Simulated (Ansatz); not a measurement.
# Sn (Immm) in Ansatz: convergence with k mesh

Aim: find how far k mesh must go before the results for Sn settle, at PBE. This setting moves, with any that are tied to it; all else stays.

Everything below comes from runs of Ansatz 0.2.0. Logs are shortened: lines on timing, memory, paths and dates and some standing lists are left out, and cuts for length are marked.

## Step 1: The crystal as given

Symmetry: Immm, No. 71, orthorhombic system. Conventional cell: a = 3.453 Å, b = 3.551 Å, c = 4.677 Å, α = 90.00°, β = 90.00°, γ = 90.00°. Sn (site symmetry mmm) is surrounded by 12 Sn at 3.41 to 3.55 Å.

This isn't the form of Sn at room conditions, which is tetragonal (white tin).

## Step 2: With k mesh 2 × 2 × 2

The input, input.yaml:

```yaml
crystal:
  lattice:
    - [-1.726539, 1.775547, 2.338342]
    - [1.726539, -1.775547, 2.338342]
    - [1.726539, 1.775547, -2.338342]
  atoms:
    - { symbol: Sn, position: [0.0, 0.0, 0.0] }
kpoints:
  mp_grid: { grid: [2, 2, 2] }
scf:
  occupations: { method: fermi_dirac, width: 0.05 }
hamiltonian:
  xc: pbe
  pseudopotentials: { kind: all_electron, lapw: { basis_error: 0.001 } }
output:
  forces: true
  stress: true
  eigenvalues: true
```

Potentials or basis: all-electron LAPW, scalar-relativistic.

Run with:

```console
$ ansatz run input.yaml --threads 1 --pin off --max-ram 3072MiB --backend cpu --events-out ev --progress --plain --runs-dir out
```

Log:

```text
Warning: RAYON_NUM_THREADS=1 ignored (pool sized by the plan → 1); use --threads N
LAPW: plane waves up to 6.372 Å⁻¹, error target 1.0e-3 eV per atom; small_component_spin mean_spin; Sn in spheres of 1.703 Å, 22 of its electrons in bands, Dirac shells [] (how accurate: hamiltonian.pseudopotentials.lapw.basis_error, Limitations)
Engine: ansatz 0.2.0, aarch64-unknown-linux-gnu
Pseudopotentials: kind: all_electron
Pseudopotential: Sn, LAPW, valence charge 22, lapw/all_electron/scalar/gaussian/Sn, Koelling and Harmon's equation, gaussian nucleus
Functional definition: PBE
  parameter kappa = 0.804
  parameter beta = 0.06672455060314922
  exchange = pbe_x(kappa = kappa, mu = beta*pi^2/3)
  correlation = pbe_c(beta = beta)
Crystal: 1 atoms, lattice volume = 28.673 Å³
Basis set: ecut = 154.68137791220363 eV, 129 PW (Γ), exchange–correlation at level 2
Bands: 15, of which v1, the nominal top of the filled ones, is band 11 counted from 1 (10 counted from 0)
Symmetry: 8 space group operations
Space group: Immm (ITA 71), of the structure as read, at distance tolerance 3.1e-5 Å
k-points: 5 of 8
Non-local potential: Sn, projectors of the file, none
Initial density: superposition of atomic densities (chi_scale 0.1, normalization cell)
Initial wavefunctions: plane waves of lowest kinetic energy (no species holds an atomic orbital)
Functional: x = pbe(κ = 0.804, μ = 0.2195149727645171), c = pbe(β = 0.06672455060314922)
iter 1 solved again at ethr=3.00e-5 eV; its pass at ethr=1.00e-1 eV (dr2=6.61e-3 eV) is discarded
SCF iter   1: F=—  HF=-168091.166137 eV  |F-HF|=—  |Δ(HF+E_count)|=         —  Δρ=5.86e-3  dr2=6.76e-3  ethr=3.00e-5  ⟨swp⟩=3.6  Hψ=546  notcnv=0
preconditioner: auto → none  [insulator: Δε(μ)=0.633 eV  Ē_g=23.019 eV  σ=0.050 eV  W_gap=1.00  n_scr=12 (ndim 8)  ℏωp=25.9 eV  f_vac=0.000  D(μ)=0.02/eV (n_scr^D=0)  ε∞_Penn≈2.3]
SCF iter   2: F=—  HF=-168091.156070 eV  |F-HF|=—  |Δ(HF+E_count)|=   1.01e-2  Δρ=2.89e-3  dr2=1.76e-3  ethr=3.00e-5  ⟨swp⟩=2.0  Hψ=218  notcnv=0
SCF iter   3: F=—  HF=-168091.156353 eV  |F-HF|=—  |Δ(HF+E_count)|=   2.83e-4  Δρ=9.84e-4  dr2=2.13e-4  ethr=8.02e-6  ⟨swp⟩=2.2  Hψ=218  notcnv=0
iter 4 solved again at ethr=2.93e-8 eV; its pass at ethr=9.66e-7 eV (dr2=6.45e-6 eV) is discarded
SCF iter   4: F=—  HF=-168091.156462 eV  |F-HF|=—  |Δ(HF+E_count)|=         —  Δρ=1.54e-4  dr2=6.45e-6  ethr=2.93e-8  ⟨swp⟩=2.0  Hψ=372  notcnv=0
the basis was enlarged: its passes take 107.0 KiB over the memory plan, 1 of 1 planned eigensolver slots
SCF iter   5: F=—  HF=-168091.156466 eV  |F-HF|=—  |Δ(HF+E_count)|=   4.07e-6  Δρ=1.42e-5  dr2=4.81e-8  ethr=2.93e-8  ⟨swp⟩=2.6  Hψ=220  notcnv=0
SCF iter   6: F=-168091.156466 eV  HF=-168091.156466 eV  |F-HF|=2.01e-9  |Δ(HF+E_count)|=   9.52e-8  Δρ=3.36e-6  dr2=2.08e-9  ethr=2.19e-10  ⟨swp⟩=2.8  Hψ=226  notcnv=0
SCF 1 converged in 6 iterations: F = -168091.156466 eV  dr2 = 2.08e-9
SCF converged after 6 iterations
Free energy (F): -168091.156466 eV
Harris-Foulkes:  -168091.156466 eV  (|F-HF|=2.01e-9)
Internal energy: -168091.156186 eV  (E = F + TS)
E sigma→0 (E₀):  -168091.156326 eV
Entropy (-TS):   -0.000280 eV (-0.280 meV/atom)
Fermi energy:    14.451337 eV
--- Per-component energies (eV) ---
  E_band       = -721.590491
  E_kinetic    = 176780.196678
  E_xc         = -4497.115276
  E_electrostatic = -340374.237588  (all electrons and nuclei)
  E_smearing   = -0.000280  (= −TS)
  E_closure    = 0.000000  (closes the sum)
  E_atoms      = -168085.610346  (free atoms, spherical and without spin; not in F)
  Σ components = -168091.156466   (vs F -168091.156466, Δ=0.00e0)
  Basis errors (estimates in eV, not in F): energy 2.6e-4 per atom: plane waves 2.3e-4 (1.2e-4 summed), levels above the bands 2.7e-74, relativity 2.4e-8, radial functions 2.5e-5, core shells 6.2e-10; eigenvalues (radial functions only) 3.9e-6; not estimated: angular momenta, meshes, grids; target (lapw.basis_error) 1.0e-3; muffin-tin radii Sn 1.703 Å
--- Forces (eV/Å), atoms counted from 1 ---
  atom   1  Sn     0.00000000     0.00000000     0.00000000
  max |Σ_I F_I| component: 2.47e-32 eV/Å
--- Stress (GPa, compression-positive) ---
      -20.235334      -0.000000       0.000000
       -0.000000       8.048395       0.000000
        0.000000       0.000000     -15.516983
  P = ⅓ Tr σ = -9.2346 GPa (-92.346 kbar)
--- Band table (eV; the first three rows and the last of 5) ---
  k-point 0: bands = ["-116.6120", "-72.4096", "-72.4077", "-72.3562", "-8.6846", "-8.6533", "-8.6398", "-8.5895", "-8.5723", "2.1637", "19.9530", "20.1013", "20.5014", "23.5334", "23.9919"]
  k-point 1: bands = ["-116.6118", "-72.4111", "-72.4088", "-72.3574", "-8.7375", "-8.6715", "-8.5403", "-8.5042", "-8.4998", "7.7131", "9.3599", "14.9865", "15.3815", "18.4542", "18.8208"]
  k-point 2: bands = ["-116.6118", "-72.4115", "-72.4085", "-72.3568", "-8.6741", "-8.6511", "-8.6136", "-8.5465", "-8.5017", "6.3415", "8.5922", "17.7426", "18.6211", "22.1420", "22.5214"]
  k-point 4: bands = ["-116.6118", "-72.4107", "-72.4100", "-72.3574", "-8.7267", "-8.6714", "-8.5311", "-8.5141", "-8.4860", "8.4808", "9.8487", "14.1254", "14.7788", "17.5801", "18.3721"]
```

Run time: 0.94 s. Hardware: 1 thread of Arm Neoverse V1, shared host; peak memory 0.2 GiB.

Results:

```yaml
Free_energy: -168091.1565 eV
Pressure: -9.2 GPa
Band_gap_on_the_k_mesh: none (metal or under the smearing width)
```

## Step 3: With k mesh 4 × 4 × 4

input.yaml: that of step 2 with these lines changed.

```diff
@@ -8,3 +8,3 @@
 kpoints:
-  mp_grid: { grid: [2, 2, 2] }
+  mp_grid: { grid: [4, 4, 4] }
 scf:
```

Potentials or basis: all-electron LAPW, scalar-relativistic.

Run with:

```console
$ ansatz run input.yaml --threads 1 --pin off --max-ram 3072MiB --backend cpu --events-out ev --progress --plain --runs-dir out
```

It took 1.5 s on 1 thread of Arm Neoverse V1, shared host; peak memory 0.21 GiB.

What came out:

```yaml
Free_energy: -168089.2383 eV
Pressure: -0.9 GPa
Band_gap_on_the_k_mesh: none (metal or under the smearing width)
```

## Step 4: With k mesh 6 × 6 × 6

input.yaml: that of step 3 with these lines changed.

```diff
@@ -8,3 +8,3 @@
 kpoints:
-  mp_grid: { grid: [4, 4, 4] }
+  mp_grid: { grid: [6, 6, 6] }
 scf:
```

Run with:

```console
$ ansatz run input.yaml --threads 1 --pin off --max-ram 3072MiB --backend cpu --events-out ev --progress --plain --runs-dir out
```

Wall time 3.4 s (1 thread of Arm Neoverse V1, shared host); peak memory 0.23 GiB.

Results:

- Free energy: -168089.2684 eV
- Pressure: -0.1 GPa
- Band gap on the k mesh: none (metal or under the smearing width)

## Step 5: With k mesh 7 × 7 × 7

input.yaml: that of step 4 with these lines changed.

```diff
@@ -8,3 +8,3 @@
 kpoints:
-  mp_grid: { grid: [6, 6, 6] }
+  mp_grid: { grid: [7, 7, 7] }
 scf:
```

Run with:

```console
$ ansatz run input.yaml --threads 1 --pin off --max-ram 3072MiB --backend cpu --events-out ev --progress --plain --runs-dir out
```

It took 4.2 s on 1 thread of Arm Neoverse V1, shared host; peak memory 0.24 GiB.

Results:

| Property | Result |
| --- | --- |
| Free energy | -168089.3642 eV |
| Pressure | -0.7 GPa |
| Band gap on the k mesh | none (metal or under the smearing width) |

## Step 6: With k mesh 9 × 9 × 9

input.yaml: that of step 5 with these lines changed.

```diff
@@ -8,3 +8,3 @@
 kpoints:
-  mp_grid: { grid: [7, 7, 7] }
+  mp_grid: { grid: [9, 9, 9] }
 scf:
```

Potentials or basis: all-electron LAPW, scalar-relativistic.

Run with:

```console
$ ansatz run input.yaml --threads 1 --pin off --max-ram 3072MiB --backend cpu --events-out ev --progress --plain --runs-dir out
```

Run time: 7.6 s. Hardware: 1 thread of Arm Neoverse V1, shared host; peak memory 0.28 GiB.

Results:

```
Free energy            : -168089.3799 eV
Pressure               : -0.8 GPa
Band gap on the k mesh : none (metal or under the smearing width)
```

## Step 7: With k mesh 11 × 11 × 11

input.yaml: that of step 6 with these lines changed.

```diff
@@ -8,3 +8,3 @@
 kpoints:
-  mp_grid: { grid: [9, 9, 9] }
+  mp_grid: { grid: [11, 11, 11] }
 scf:
```

Run with:

```console
$ ansatz run input.yaml --threads 1 --pin off --max-ram 3072MiB --backend cpu --events-out ev --progress --plain --runs-dir out
```

It took 12 s on 1 thread of Arm Neoverse V1, shared host; peak memory 0.34 GiB.

What came out:

| Quantity | Value |
| --- | --- |
| Free energy | -168089.3763 eV |
| Pressure | -1.0 GPa |
| Band gap on the k mesh | none (metal or under the smearing width) |

## Step 8: With k mesh 13 × 13 × 13

input.yaml: that of step 7 with these lines changed.

```diff
@@ -8,3 +8,3 @@
 kpoints:
-  mp_grid: { grid: [11, 11, 11] }
+  mp_grid: { grid: [13, 13, 13] }
 scf:
```

Run with:

```console
$ ansatz run input.yaml --threads 1 --pin off --max-ram 3072MiB --backend cpu --events-out ev --progress --plain --runs-dir out
```

It took 20 s on 1 thread of Arm Neoverse V1, shared host; peak memory 0.42 GiB.

Results (log left out):

| Item | Value |
| --- | --- |
| Free energy | -168089.3709 eV |
| Pressure | -1.0 GPa |
| Band gap on the k mesh | none (metal or under the smearing width) |

## Step 9: With k mesh 16 × 16 × 16

input.yaml: that of step 8 with these lines changed.

```diff
@@ -8,3 +8,3 @@
 kpoints:
-  mp_grid: { grid: [13, 13, 13] }
+  mp_grid: { grid: [16, 16, 16] }
 scf:
```

Potentials or basis: all-electron LAPW, scalar-relativistic.

Run with:

```console
$ ansatz run input.yaml --threads 1 --pin off --max-ram 3072MiB --backend cpu --events-out ev --progress --plain --runs-dir out
```

Run time: 36 s. Hardware: 1 thread of Arm Neoverse V1, shared host; peak memory 0.57 GiB.

The run converged. Its results:

* Free energy: -168089.3732 eV
* Pressure: -1.0 GPa
* Band gap on the k mesh: none (metal or under the smearing width)

## Step 10: The series at a glance

```csv
k mesh,"energy less the tightest run, at zero smearing (meV/atom)",pressure (GPa),SCF cycles,CPU time (s),peak memory (GiB)
2 × 2 × 2,-1785.54,-9.23,6,0.94,0.2
4 × 4 × 4,139.11,-0.86,5,1.5,0.21
6 × 6 × 6,108.51,-0.14,7,3.4,0.23
7 × 7 × 7,9.81,-0.71,7,4.2,0.24
9 × 9 × 9,-7.41,-0.80,7,7.6,0.28
11 × 11 × 11,-3.79,-1.03,7,12,0.34
13 × 13 × 13,2.40,-0.97,7,20,0.42
16 × 16 × 16,0.00,-1.02,7,36,0.57
```

Against the tightest run, the pressure stays within 0.1 GPa from 11 × 11 × 11 on. Not settled before the last step: the energy (to 1 meV/atom). Meshes of other sizes hit other points, so gaps and Fermi surfaces needn't settle smoothly. The tightest run that finished is the yardstick and may itself not be fully converged.
